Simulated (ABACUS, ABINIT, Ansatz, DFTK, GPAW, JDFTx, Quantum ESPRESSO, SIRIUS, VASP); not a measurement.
# One calculation of TaN, 10 ways

```
Ta N
1.0
     0.00000    2.21132    2.21132
     2.21132    0.00000    2.21132
     2.21132    2.21132    0.00000
Ta N
1 1
Direct
  0.50000 0.50000 0.50000
  0.00000 0.00000 0.00000
```

The cell comes from a database or a generator and needn't be the stable form of this composition.

Alike in all runs: task single point; functional PBE; k mesh 10 × 10 × 10; occupations fermi-dirac, width 0.05 eV; no spin polarisation; no spin-orbit coupling. A missing gap at this level doesn't show that the real crystal is a metal. Pressure is positive in compression and, in plane waves, holds the error of the finite cutoff, which Ansatz's Pulay term estimates and takes out.

```csv
program and potentials,plane-wave cutoff (eV),notes,band gap (eV),pressure (GPa)
"JDFTx, PseudoDojo-SR-PBE-0.5-standard",1143,9 valence electrons an atom on average,no gap,-1.65
"Ansatz, all-electron LAPW, scalar-relativistic",-,-,no gap,-1.18
"Quantum ESPRESSO, SSSP 1.3 efficiency PBE",816,9 valence electrons an atom on average,no gap,-1.84
"ABACUS, PseudoDojo NC SR 0.4.1 PBE standard, plane waves",1143,9 valence electrons an atom on average,no gap,-1.61
"DFTK, PseudoDojo SR PBE 0.4.1 standard (PBE)",1143,9 valence electrons an atom on average,no gap,-1.62
"SIRIUS, PseudoDojo 0.4.1 PBE standard (scalar relativistic)",1152,9 valence electrons an atom on average,no gap,-1.65
"GPAW, GPAW PAW data sets (gpaw-data 1.2.1)",800,9 valence electrons an atom on average,no gap,-1.56
"Ansatz, Ansatz PAW (earlier soft set)",420,9 valence electrons an atom on average,?,?
"VASP, PBE PAW files N, Ta_pv, 520 eV",520,8 valence electrons an atom on average,no gap,-0.58
"ABINIT, JTH PAW PBE v2.0",707,9 valence electrons an atom on average,no gap,-1.56
```

Problem. Estimate from the other rows what the run with Ansatz, Ansatz PAW (earlier soft set) gave.

Solution. No band gap; pressure -1.55 GPa. Its pressure holds a Pulay term of +0.28 GPa. The other rows, which needn't bracket it: pressure -1.84 to -0.58.
